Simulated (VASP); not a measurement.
# AlN (P6_3mc) in VASP: further runs, part 2 of 2

VASP 6.6.1. Earlier steps stand in the parts before.

### 4 Vibrations by finite differences, PBE

This run uses another cell than the first one, of 10.63 Å³/atom, 1.017 times its volume.

INCAR

```
SYSTEM = AlN
  ALGO = Normal
  EDIFF = 1E-8
  ENCUT = 520
  GGA = PE
  IBRION = 6
  ISIF = 3
  ISMEAR = 0
  KPAR = 4
  LASPH = .True.
  LCHARG = .False.
  LREAL = .False.
  LWAVE = .False.
  NELM = 80
  NFREE = 2
  NSW = 1
  POTIM = 0.015
  PREC = Accurate
  SIGMA = 0.02
```

KPOINTS

```
k-points
0
Gamma
  6 6 2
  0 0 0
```

POSCAR

```
AlN                                     
1.0
    3.1283790023      0.0000000000      0.0000000000
   -1.5641895011      2.7092556866      0.0000000000
    0.0000000000      0.0000000000      5.0163413358
  Al              N             
     2     2
Direct
     0.3333333300000021    0.6666666699999979    0.9992479748049732
     0.6666666699999979    0.3333333300000021    0.4992479748049732
     0.3333333300000021    0.6666666699999979    0.3807520251950294
     0.6666666699999979    0.3333333300000021    0.8807520251950294
```

Potentials or basis: VASP PAW PBE potentials, release 64 (Al, N).

Started as:

```bash
cat potpaw_PBE.64/Al/POTCAR potpaw_PBE.64/N/POTCAR > POTCAR
mpirun -np 4 vasp_std > vasp.out
```

OUTCAR:

```text
SYSTEM = AlN
   EDIFF = 1E-8
   ENCUT = 520
   GGA = PE
   IBRION = 6
   ISIF = 3
   ISMEAR = 0
   LASPH = .True.
   LREAL = .False.
   NELM = 80
   NFREE = 2
   NSW = 1
   POTIM = 0.015
   PREC = Accurate

 ion  position               nearest neighbor table
   1  0.333  0.667  0.999-   4 1.90   4 1.90   4 1.90   3 1.91   2 3.09   2 3.09   2 3.09   2 3.09
                             2 3.09   2 3.09
   2  0.667  0.333  0.499-   3 1.90   3 1.90   3 1.90   4 1.91   1 3.09   1 3.09   1 3.09   1 3.09
                             1 3.09   1 3.09
   3  0.333  0.667  0.381-   2 1.90   2 1.90   2 1.90   1 1.91
   4  0.667  0.333  0.881-   1 1.90   1 1.90   1 1.90   2 1.91

  LATTYP: Found a hexagonal cell.
 ALAT       =     3.1283790023
 C/A-ratio  =     1.6034953988

  Lattice vectors:

 A1 = (   3.1283790023,   0.0000000000,   0.0000000000)
 A2 = (  -1.5641895011,   2.7092556866,   0.0000000000)
 A3 = (   0.0000000000,   0.0000000000,   5.0163413358)

Analysis of symmetry for initial positions (statically):
=====================================================================
 Subroutine PRICEL returns:
 Original cell was already a primitive cell.

 Routine SETGRP: Setting up the symmetry group for a
 hexagonal supercell.

 Subroutine GETGRP returns: Found 12 space group operations
 (whereof  6 operations were pure point group operations)
 out of a pool of 24 trial point group operations.

The static configuration has the point symmetry C_3v.
 The point group associated with its full space group is C_6v.

Analysis of symmetry for dynamics (positions and initial velocities):
=====================================================================
 Subroutine PRICEL returns:
 Original cell was already a primitive cell.

 Routine SETGRP: Setting up the symmetry group for a
 hexagonal supercell.

 Subroutine GETGRP returns: Found 12 space group operations
 (whereof  6 operations were pure point group operations)
 out of a pool of 24 trial point group operations.

The dynamic configuration has the point symmetry C_3v.
 The point group associated with its full space group is C_6v.

 Subroutine INISYM returns: Found 12 space group operations
 (whereof  6 operations are pure point group operations),
 and found     1 'primitive' translations

[... 145 lines left out ...]
  -------------------------------------------------------------------------------------
  Total       -0.0003101     -0.0003101     -0.0038491     -0.0000000      0.0000000      0.0000000
  in kB       -0.0116876     -0.0116876     -0.1450494     -0.0000000      0.0000000      0.0000000
  external PRESSURE =      -0.0561415 kB  Pullay stress =       0.0000000 kB
[... 95 lines left out ...]
  FREE ENERGIE OF THE ION-ELECTRON SYSTEM (eV)
  ---------------------------------------------------
  free  energy   TOTEN  =       -29.7653458182 eV

  energy  without entropy=      -29.7653458182  energy(sigma->0) =      -29.76534582

[... ionic steps 4 to 18 ...]

--------------------------------------- Ionic step       19  -------------------------------------------

 number of electron      15.9999998 magnetization

------------------------ aborting loop because EDIFF is reached ----------------------------------------
[... 71 lines left out ...]
--------------------------------------- Ionic step       21  -------------------------------------------

 number of electron      15.9999998 magnetization

 Free energy of the ion-electron system (eV)
  ---------------------------------------------------
  ext. energy  EPLUGINS =         0.00000000
  ---------------------------------------------------
  free energy    TOTEN  =       -29.77673281 eV

  energy without entropy =      -29.77673281  energy(sigma->0) =      -29.77673281

 E-fermi :   6.0812     XC(G=0): -10.8334

 val. band max:        5.9537490836   @ k =   0.0000   0.0000   0.0000
 cond. band min:      10.0329309781   @ k =   0.0000   0.0000   0.0000
 fundamental gap:      4.0791818945
 Fermi energy:         6.0811945024

 k-point     1 :       0.0000    0.0000    0.0000
  band No.  band energies     occupation
      1      -9.0972      2.00000
      2      -7.0092      2.00000
      3       0.0567      2.00000
      4       5.1447      2.00000
      5       5.1447      2.00000
      6       5.7876      2.00000
      7       5.7876      2.00000
      8       5.9537      2.00000
      9      10.0329      0.00000
     10      12.4986      0.00000
     11      16.4261      0.00000
     12      17.0218      0.00000
[... 224 lines left out ...]
  FREE ENERGIE OF THE ION-ELECTRON SYSTEM (eV)
  ---------------------------------------------------
  free  energy   TOTEN  =       -29.7767328052 eV

  energy  without entropy=      -29.7767328052  energy(sigma->0) =      -29.77673281

 INTERNAL STRAIN TENSORS FROM STRAINED CELLS
 ============================================

 INTERNAL STRAIN TENSOR FOR ION    1 for displacements in x,y,z  (eV/Angst):
          X           Y           Z          XY          YZ          ZX
  --------------------------------------------------------------------------------
  x    -0.00000     0.00000    -0.00000    -8.19064    -0.00000    -4.91573
  y    -8.21321     8.23874    -0.00000    -0.00003    -4.90820     0.00000
  z    -5.08058    -5.09070    11.31985    -0.00059    -0.00978    -0.00005

 INTERNAL STRAIN TENSORS FROM DISPLACED ATOMS
 ============================================

 INTERNAL STRAIN TENSOR FOR ION    1 for displacements in x,y,z  (eV/Angst):
          X           Y           Z          XY          YZ          ZX
  --------------------------------------------------------------------------------
  x    -0.00000     0.00000    -0.00000    -8.18299    -0.00000    -4.91052
  y    -8.18299     8.18299    -0.00000     0.00000    -4.91052    -0.00000
  z    -5.06662    -5.06662    11.25730    -0.00000     0.00000    -0.00000

 INTERNAL STRAIN TENSOR FOR ION    4 for displacements in x,y,z  (eV/Angst):
          X           Y           Z          XY          YZ          ZX
  --------------------------------------------------------------------------------
  x     0.00000    -0.00000    -0.00000     9.76627     0.00000     4.91057
  y     9.76627    -9.76627     0.00000    -0.00000     4.91057     0.00000
  z     5.06576     5.06576   -11.26438     0.00000     0.00000    -0.00000

 Eigenvectors and eigenvalues of the dynamical matrix
 ----------------------------------------------------

   1 f  =   21.210042 THz   133.266625 2PiTHz  707.490853 cm-1    87.717647 meV
             X         Y         Z           dx          dy          dz
     -0.000000  1.806170  5.012569     0.000000    0.000000   -0.006914
      1.564190  0.903085  2.504398     0.000000   -0.000000    0.006914
     -0.000000  1.806170  1.909982    -0.000000    0.000000   -0.707073
      1.564190  0.903085  4.418153    -0.000000   -0.000000    0.707073
[... 71 lines left out ...]
  12 f/i=    0.000568 THz     0.003567 2PiTHz    0.018935 cm-1     0.002348 meV
             X         Y         Z           dx          dy          dz
     -0.000000  1.806170  5.012569    -0.000000    0.000000   -0.573730
      1.564190  0.903085  2.504398    -0.000000    0.000000   -0.573730
     -0.000000  1.806170  1.909982    -0.000000    0.000000   -0.413321
      1.564190  0.903085  4.418153    -0.000000    0.000000   -0.413321

--------------------------------------------------------------------------------------------------------

 ELASTIC MODULI CONTR FROM IONIC RELAXATION (kBar)
 Direction    XX          YY          ZZ          XY          YZ          ZX
 --------------------------------------------------------------------------------
 XX        -630.3382    309.5111    356.5578     -0.0000      0.0000     -0.0000
 YY         309.5111   -630.3382    356.5578     -0.0000     -0.0000     -0.0000
 ZZ         356.5578    356.5578   -792.5360      0.0000     -0.0000      0.0000
 XY          -0.0000     -0.0000      0.0000   -469.9246     -0.0000     -0.0000
 YZ           0.0000     -0.0000     -0.0000     -0.0000   -126.7547     -0.0000
 ZX          -0.0000     -0.0000      0.0000     -0.0000     -0.0000   -126.7547
 --------------------------------------------------------------------------------

 TOTAL ELASTIC MODULI (kBar)
 Direction    XX          YY          ZZ          XY          YZ          ZX
 --------------------------------------------------------------------------------
 XX        3765.3002   1281.2696    974.0802      0.0000      0.0000     -0.0000
 YY        1281.2696   3765.3002    974.0802      0.0000     -0.0000     -0.0000
 ZZ         974.0802    974.0802   3572.3689      0.0000     -0.0000      0.0000
 XY           0.0000      0.0000      0.0000   1242.0153     -0.0000     -0.0000
 YZ           0.0000     -0.0000     -0.0000     -0.0000   1126.1079      0.0000
 ZX          -0.0000     -0.0000      0.0000     -0.0000      0.0000   1126.1081
 --------------------------------------------------------------------------------
```

Run time: 42 s. Hardware: 4 MPI ranks of Intel Xeon Platinum 8488C (Sapphire Rapids), shared host; peak memory 0.19 GiB.

Results:

```yaml
Voigt_bulk_modulus: 195 GPa
Highest_phonon_frequency_at_Γ_LO-TO_splitting_left_out: 707 cm⁻¹
```

Phonon frequencies in cm⁻¹ (negative: imaginary):
| q point | frequencies |
| --- | --- |
| (0.000, 0.000, 0.000) | 0 0 0 237 237 537 596 638 638 650 650 707 |

Elastic tensor in Voigt notation (GPa, in the Cartesian axes of the cell as first typed):
```
377 128  97   0   0   0
128 377  97   0   0   0
 97  97 357   0   0   0
  0   0   0 113   0   0
  0   0   0   0 113   0
  0   0   0   0   0 124
```

Clamped-ion elastic tensor (GPa):
```
440  97  62   0   0   0
 97 440  62   0   0   0
 62  62 436   0   0   0
  0   0   0 125   0   0
  0   0   0   0 125   0
  0   0   0   0   0 171
```

Caveat: the k mesh is coarse (spacing up to 0.63 Å⁻¹), so the values aren't converged.
